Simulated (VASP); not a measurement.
# KBr in VASP: notebook

The runs below take KBr through single point, relaxation of the atoms, with PBE.

Program: VASP 6.6.1. These are calculated values, not measurements. Logs are shortened: lines on timing, memory, paths and dates and some standing lists are left out, and cuts for length are marked.

## Step 1: The undisturbed molecule

The cell holds a molecule in a box, 2 atoms: a = 12.000 Å, b = 10.000 Å, c = 11.000 Å, α = 90.00°, β = 90.00°, γ = 90.00°.

## Step 2: Single point, PBE (atoms moved at random, drawn with an rms of 0.05 Å)

File INCAR:

```
  ALGO = Fast
  EDIFF = 1E-6
  ENCUT = 520
  GGA = PE
  ISIF = 2
  ISMEAR = 0
  LASPH = True
  LCHARG = False
  LREAL = False
  LWAVE = False
  NELM = 80
  PREC = Accurate
  SIGMA = 0.01
```

File KPOINTS:

```
k-points
0
Gamma
  1 1 1
```

File POSCAR:

```
KBr
1.0
   12.0000000000      0.0000000000      0.0000000000
    0.0000000000     10.0000000000      0.0000000000
    0.0000000000      0.0000000000     11.0000000000
K Br
1 1
Direct
    0.5984130000      0.4631230000      0.5584900000
    0.3983100000      0.5431330000      0.4449480000
```

Potentials or basis: VASP PAW PBE potentials, release 64 (K_sv, Br).

The run is started by

```console
$ cat potpaw_PBE.64/K_sv/POTCAR potpaw_PBE.64/Br/POTCAR > POTCAR
$ mpirun -np 1 vasp_gam > vasp.out
```

OUTCAR:

```text
EDIFF = 1E-6
   ENCUT = 520
   GGA = PE
   ISIF = 2
   ISMEAR = 0
   LASPH = True
   LREAL = False
   NELM = 80
   PREC = Accurate

 ion  position               nearest neighbor table
   1  0.598  0.463  0.558-   2 2.82
   2  0.398  0.543  0.445-   1 2.82

  LATTYP: Found a simple orthorhombic cell.
 ALAT       =    10.0000000000
 B/A-ratio  =     1.1000000000
 C/A-ratio  =     1.2000000000

  Lattice vectors:

 A1 = (   0.0000000000,  10.0000000000,   0.0000000000)
 A2 = (   0.0000000000,   0.0000000000,  11.0000000000)
 A3 = (  12.0000000000,   0.0000000000,   0.0000000000)

Analysis of symmetry for initial positions (statically):
=====================================================================
 Subroutine PRICEL returns:
 Original cell was already a primitive cell.

 Routine SETGRP: Setting up the symmetry group for a
 simple orthorhombic supercell.

 Subroutine GETGRP returns: Found  1 space group operations
 (whereof  1 operations were pure point group operations)
 out of a pool of  8 trial point group operations.

The static configuration has the point symmetry C_1 .

Analysis of symmetry for dynamics (positions and initial velocities):
=====================================================================
 Subroutine PRICEL returns:
 Original cell was already a primitive cell.

 Routine SETGRP: Setting up the symmetry group for a
 simple orthorhombic supercell.

 Subroutine GETGRP returns: Found  1 space group operations
 (whereof  1 operations were pure point group operations)
 out of a pool of  8 trial point group operations.

The dynamic configuration has the point symmetry C_1 .

 Subroutine INISYM returns: Found  1 space group operations
 (whereof  1 operations are pure point group operations),
 and found     1 'primitive' translations

----------------------------------------------------------------------------------------

                                     Primitive cell

  volume of cell :    1320.0000

  direct lattice vectors                    reciprocal lattice vectors
    12.000000000  0.000000000  0.000000000     0.083333333  0.000000000  0.000000000
     0.000000000 10.000000000  0.000000000     0.000000000  0.100000000  0.000000000
     0.000000000  0.000000000 11.000000000     0.000000000  0.000000000  0.090909091

  length of vectors
    12.000000000 10.000000000 11.000000000     0.083333333  0.100000000  0.090909091

  position of ions in fractional coordinates (direct lattice)
     0.598413000  0.463123000  0.558490000
     0.398310000  0.543133000  0.444948000

  ion indices of the primitive-cell ions
   primitive index   ion index
                 1           1
                 2           2

----------------------------------------------------------------------------------------

 KPOINTS: k-points

Automatic generation of k-mesh.
 Grid dimensions read from file:
 generate k-points for:    1    1    1

 Generating k-lattice:

  Cartesian coordinates                     Fractional coordinates (reciprocal lattice)
     0.083333333  0.000000000  0.000000000     1.000000000  0.000000000  0.000000000
     0.000000000  0.100000000  0.000000000     0.000000000  1.000000000  0.000000000
     0.000000000  0.000000000  0.090909091     0.000000000  0.000000000  1.000000000

  Length of vectors
     0.083333333  0.100000000  0.090909091

  Shift w.r.t. Gamma in fractional coordinates (k-lattice)
     0.000000000  0.000000000  0.000000000

 Subroutine IBZKPT returns following result:
 ===========================================

 Found      1 irreducible k-points:

 Following reciprocal coordinates:
            Coordinates               Weight
  0.000000  0.000000  0.000000      1.000000
   k-points           NKPTS =      1   k-points in BZ     NKDIM =      1   number of bands    NBANDS=     12
   number of dos      NEDOS =    301   number of ions     NIONS =      2
   total plane-waves  NPLWV = 604800
   dimension x,y,z NGX =    90 NGY =   80 NGZ =   84
   dimension x,y,z NGXF=   180 NGYF=  160 NGZF=  168
   ions per type =               1   1
   NGX,Y,Z   is equivalent  to a cutoff of  12.47, 13.30, 12.70 a.u.
   NGXF,Y,Z  is equivalent  to a cutoff of  24.94, 26.60, 25.39 a.u.
 SYSTEM =  unknown system
   PREC   = accura    normal or accurate (medium, high low for compatibility)
   ISTART =      0    job   : 0-new  1-cont  2-samecut
   ICHARG =      2    charge: 1-file 2-atom 10-const
   ISPIN  =      1    spin polarized calculation?
   LNONCOLLINEAR =      F non collinear calculations
   LSORBIT =      F    spin-orbit coupling
   LASPH  =      T    aspherical Exc in radial PAW
   ENCUT  =  520.0 eV  38.22 Ry    6.18 a.u.  22.31 18.59 20.45*2*pi/ulx,y,z
   NELM   =     80;   NELMIN=  2; NELMDL= -5     # of ELM steps
   EDIFF  = 0.1E-05   stopping-criterion for ELM
   LREAL  =      F    real-space projection
   EDIFFG = 0.1E-04   stopping-criterion for IOM
   NSW    =      0    number of steps for IOM
   IBRION =     -1    ionic relax: 0-MD 1-quasi-New 2-CG
   NFREE  =      0    steps in history (QN), initial steepest desc. (CG)
   ISIF   =      2    stress and relaxation
   ISYM   =      2    0-nonsym 1-usesym 2-fastsym
   POTIM  = 0.5000    time-step for ionic-motion
   TEBEG  =    0.0;   TEEND  =   0.0 temperature during run
   PSTRESS=    0.0 pullay stress
   NELECT =      16.0000    total number of electrons
   NUPDOWN=      -1.0000    fix difference up-down
   EMIN   =  10.00;   EMAX   =-10.00  energy-range for DOS
   EFERMI =   0.00;   METHOD = LEGACY
   ISMEAR =     0;   SIGMA  =   0.01  broadening in eV -4-tet -1-fermi 0-gaus
   EFERMI_NEDOS =   21; number of points for ismear=-14 and -15
   IALGO  =     68    algorithm
   IMIX   =      4    mixing-type and parameters
     AMIX     =   0.40;   BMIX     =  1.00
     AMIX_MAG =   1.60;   BMIX_MAG =  1.00
  volume/ion in A,a.u.               =     660.00      4453.90
  Fermi-wavevector in a.u.,A,eV,Ry     =   0.376060  0.710650  1.924149  0.141421
  Thomas-Fermi vector in A             =   1.307622
   LORBIT       =      0    0 simple, 1 ext, 2 COOP (PROOUT), +10 PAW based schemes
   GGA     = PE    functional components
   LHFCALC =     F    Hartree Fock is set to
   AEXX    =    0.0000 exact exchange contribution
   IVDW    =     0    specifies the selected vdW correction
   LEPSILON=     F    determine dielectric tensor
   LRPA    =     F    only Hartree local field effects (RPA)
 non-spin polarized calculation
 RMM-DIIS sequential band-by-band and
 Gauss-broadening in eV      SIGMA  =   0.01
  energy-cutoff  :      520.00
  volume of cell :     1320.00
 maximum number of plane-waves:     17809
 NGX is ok and might be reduce to    90
   NGX = 45   NGY = 37   NGZ = 41

 number of electron      15.9999999 magnetization

 Free energy of the ion-electron system (eV)
  ---------------------------------------------------
  ext. energy  EPLUGINS =         0.00000000
  ---------------------------------------------------
  free energy    TOTEN  =        -4.42429931 eV

  energy without entropy =       -4.42429931  energy(sigma->0) =       -4.42429931

 E-fermi :  -4.4398     XC(G=0):  -0.9519

 val. band max:       -4.5479119398   @ k =   0.0000   0.0000   0.0000
 cond. band min:      -1.5512109370   @ k =   0.0000   0.0000   0.0000
 fundamental gap:      2.9967010028
 Fermi energy:        -4.4398216110

 k-point     1 :       0.0000    0.0000    0.0000
  band No.  band energies     occupation
      1     -35.1963      2.00000
      2     -18.7230      2.00000
      3     -18.7218      2.00000
      4     -18.6976      2.00000
      5     -16.2811      2.00000
      6      -4.8207      2.00000
      7      -4.5520      2.00000
      8      -4.5479      2.00000
      9      -1.5512      0.00000
     10       0.1425      0.00000
     11       0.1955      0.00000
     12       0.2544      0.00000

------------------------ aborting loop because EDIFF is reached ----------------------------------------

  FORCE on cell =-STRESS in cart. coord.  units (eV):
  Direction    XX          YY          ZZ          XY          YZ          ZX
  --------------------------------------------------------------------------------------
  -------------------------------------------------------------------------------------
  Total       -0.1161023      0.0799460      0.0193591     -0.0930632     -0.0509077      0.1229055
  in kB       -0.1409216      0.0970361      0.0234975     -0.1129574     -0.0617903      0.1491790
  external PRESSURE =      -0.0067960 kB  Pullay stress =       0.0000000 kB

 VOLUME and BASIS-vectors are now :
 -----------------------------------------------------------------------------
  energy-cutoff  :      520.00
  volume of cell :     1320.00
      direct lattice vectors                 reciprocal lattice vectors
    12.000000000  0.000000000  0.000000000     0.083333333  0.000000000  0.000000000
     0.000000000 10.000000000  0.000000000     0.000000000  0.100000000  0.000000000
     0.000000000  0.000000000 11.000000000     0.000000000  0.000000000  0.090909091

 POSITION                                       TOTAL-FORCE (eV/Angst)
 -----------------------------------------------------------------------------------
      7.18096      4.63123      6.14339         0.058729     -0.033050      0.038452
      4.77972      5.43133      4.89443        -0.058729      0.033050     -0.038452
 -----------------------------------------------------------------------------------
    total drift:                               -0.003668      0.000867     -0.001810

  FREE ENERGIE OF THE ION-ELECTRON SYSTEM (eV)
  ---------------------------------------------------
  free  energy   TOTEN  =        -4.4242993051 eV

  energy  without entropy=       -4.4242993051  energy(sigma->0) =       -4.42429931
```

Run time: 1.9 min. Hardware: 1 thread of Intel Xeon Platinum 8259CL at 2.50GHz (Skylake/Cascade Lake), shared host; peak memory 0.99 GiB.

What came out:

```
Free energy                     : -4.4243 eV
Largest force                   : 0.078 eV/Å
Gap between the frontier levels : 3.00 eV
```

Forces in eV/Å, atoms in the order of the input:
```
K    0.059 -0.033  0.038
Br  -0.059  0.033 -0.038
```

Levels at points of the mesh, in eV from the valence-band top:
```tsv
k point	band 4	band 5	band 6	band 7	band 8	band 9	band 10	band 11	band 12
(0.00, 0.00, 0.00)	-14.15	-11.73	-0.27	0.00	0.00	3.00	4.69	4.74	4.80
```

## Step 3: Relaxation of the atoms, PBE (atoms moved at random, drawn with an rms of 0.02 Å)

File INCAR:

```
SYSTEM = KBr
  PREC = Accurate
  ENCUT = 520
  EDIFF = 1E-6
  ISMEAR = 0
  SIGMA = 0.01
  LREAL = .False.
  LASPH = .True.
  NELM = 60
  ALGO = Normal
  ISIF = 2
  LWAVE = .False.
  LCHARG = .False.
  GGA = PE
  IBRION = 2
  NSW = 60
  EDIFFG = -0.02
```

File KPOINTS:

```
Automatic mesh
0
Gamma
  1 1 1
  0 0 0
```

File POSCAR:

```
KBr
1.0
   12.0000000000      0.0000000000      0.0000000000
    0.0000000000     10.0000000000      0.0000000000
    0.0000000000      0.0000000000     11.0000000000
K Br
1 1
Direct
    0.6024500000      0.4587950000      0.5576240000
    0.4022260000      0.5454010000      0.4466730000
```

Potentials or basis: VASP PAW PBE potentials, release 64 (K_sv, Br).

The run is started by

```console
$ cat potpaw_PBE.64/K_sv/POTCAR potpaw_PBE.64/Br/POTCAR > POTCAR
$ mpirun -np 1 vasp_gam > vasp.out
```

OUTCAR:

```text
SYSTEM = KBr
   PREC = Accurate
   ENCUT = 520
   EDIFF = 1E-6
   ISMEAR = 0
   LREAL = .False.
   LASPH = .True.
   NELM = 60
   ISIF = 2
   GGA = PE
   IBRION = 2
   NSW = 60
   EDIFFG = -0.02

 ion  position               nearest neighbor table
   1  0.602  0.459  0.558-   2 2.83
   2  0.402  0.545  0.447-   1 2.83

  LATTYP: Found a simple orthorhombic cell.
 ALAT       =    10.0000000000
 B/A-ratio  =     1.1000000000
 C/A-ratio  =     1.2000000000

  Lattice vectors:

 A1 = (   0.0000000000,  10.0000000000,   0.0000000000)
[... 163 lines left out ...]
  -------------------------------------------------------------------------------------
  Total       -0.1887207      0.0691927      0.0030341     -0.0749083     -0.0406575      0.0832821
  in kB       -0.2290637      0.0839841      0.0036827     -0.0909215     -0.0493489      0.1010853
  external PRESSURE =      -0.0471323 kB  Pullay stress =       0.0000000 kB
[... 59 lines left out ...]
--------------------------------------- Ionic step        3  -------------------------------------------

 number of electron      16.0000002 magnetization

 Free energy of the ion-electron system (eV)
  ---------------------------------------------------
  ext. energy  EPLUGINS =         0.00000000
  ---------------------------------------------------
  free energy    TOTEN  =        -4.42569642 eV

  energy without entropy =       -4.42569642  energy(sigma->0) =       -4.42569642

 E-fermi :  -4.4578     XC(G=0):  -0.9534

 val. band max:       -4.5296221355   @ k =   0.0000   0.0000   0.0000
 cond. band min:      -1.5755737061   @ k =   0.0000   0.0000   0.0000
 fundamental gap:      2.9540484293
 Fermi energy:        -4.4578295805

 k-point     1 :       0.0000    0.0000    0.0000
  band No.  band energies     occupation
      1     -35.2279      2.00000
      2     -18.7534      2.00000
      3     -18.7523      2.00000
      4     -18.7157      2.00000
      5     -16.2732      2.00000
      6      -4.8102      2.00000
      7      -4.5333      2.00000
      8      -4.5296      2.00000
      9      -1.5756      0.00000
     10       0.1206      0.00000
     11       0.1781      0.00000
     12       0.2385      0.00000
[... 27 lines left out ...]
  FREE ENERGIE OF THE ION-ELECTRON SYSTEM (eV)
  ---------------------------------------------------
  free  energy   TOTEN  =        -4.4256964234 eV

  energy  without entropy=       -4.4256964234  energy(sigma->0) =       -4.42569642

 reached required accuracy - stopping structural energy minimisation
```

OSZICAR:

```text
N       E                     dE             d eps       ncg     rms          rms(c)
DAV:   1     0.652974228070E+02    0.65297E+02   -0.51213E+03    40   0.764E+02
DAV:   2     0.223663852011E+01   -0.63061E+02   -0.62534E+02    48   0.129E+02
DAV:   3    -0.562545660925E+01   -0.78621E+01   -0.78536E+01    24   0.635E+01
[... 30 lines left out ...]
DAV:   1    -0.442554725323E+01    0.57726E-04   -0.59392E-02    24   0.171E+00    0.747E-02
DAV:   2    -0.442570399215E+01   -0.15674E-03   -0.17812E-03    32   0.346E-01    0.456E-02
DAV:   3    -0.442570312906E+01    0.86309E-06   -0.62190E-05    40   0.470E-02    0.385E-02
DAV:   4    -0.442569689626E+01    0.62328E-05   -0.11546E-05    32   0.236E-02    0.159E-02
DAV:   5    -0.442569642344E+01    0.47282E-06   -0.47371E-06    32   0.128E-02
   3 F= -.44256964E+01 E0= -.44256964E+01  d E =-.251790E-03
```

CONTCAR:

```text
KBr
   1.00000000000000
    12.0000000000000000    0.0000000000000000    0.0000000000000000
     0.0000000000000000   10.0000000000000000    0.0000000000000000
     0.0000000000000000    0.0000000000000000   11.0000000000000000
  K               Br
     1     1
Direct
     0.6027773082163072    0.4584607631923309    0.5578973556656829
     0.4018986917836893    0.5457352368076694    0.4463996443343111

  0.00000000E+00  0.00000000E+00  0.00000000E+00
  0.00000000E+00  0.00000000E+00  0.00000000E+00
```

Wall time 2.5 min (1 thread of Intel Xeon Platinum 8259CL at 2.50GHz (Skylake/Cascade Lake), shared host); peak memory 1.2 GiB.

What came out:

* Free energy: -4.4257 eV
* Energy gained by relaxing: 0.1 meV/atom
* Ionic steps: 3
* Largest force after relaxing: 0.015 eV/Å
* Gap between the frontier levels: 2.95 eV

Forces in eV/Å, atoms in the order of the input:
```
K   -0.010 -0.011  0.003
Br   0.010  0.011 -0.003
```

The path:
| step | energy change (eV) | largest force (eV/Å) | pressure (GPa) |
| --- | --- | --- | --- |
| 1 | 0.0000 | 0.0456 | 0.00 |
| 2 | -0.0002 | 0.0293 | -0.01 |
| 3 | -0.0003 | 0.0149 | -0.01 |

Final structure:
```
K Br
1.0
    12.00000    0.00000    0.00000
     0.00000   10.00000    0.00000
     0.00000    0.00000   11.00000
K Br
1 1
Cartesian
  7.2333 4.5846 6.1369
  4.8228 5.4574 4.9104
```

Levels at points of the mesh, in eV from the valence-band top:
| k point | band 6 | band 7 | band 8 | band 9 | band 10 | band 11 |
| --- | --- | --- | --- | --- | --- | --- |
| (0.00, 0.00, 0.00) | -0.28 | 0.00 | 0.00 | 2.95 | 4.65 | 4.71 |

## Step 4: The reference run

An earlier run on the cell as given: functional PBE; potentials or basis VASP PAW PBE potentials, release 64 (K_sv, Br); cutoff 520 eV; k mesh 1 × 1 × 1; occupations gaussian, width 0.01 eV; no spin polarisation.

* Largest force: 0.032 eV/Å
* Gap between the frontier levels: 2.95 eV

## Step 5: Summary

```tsv
task	cell	gap on the mesh (eV)	largest force (eV/Å)
single point	atoms moved at random, drawn with an rms of 0.05 Å	3.00	0.08
relaxation of the atoms	atoms relaxed from: atoms moved at random, drawn with an rms of 0.02 Å	2.95	0.01
single point	as given	2.95	0.03
```

Alike in all rows: level PBE; potentials or basis VASP PAW PBE potentials, release 64 (K_sv, Br); no spin polarisation; k mesh 1 × 1 × 1; cutoff (eV) 520; smearing gaussian 0.01 eV.

Absolute energies hang on the potentials; compare differences alone.
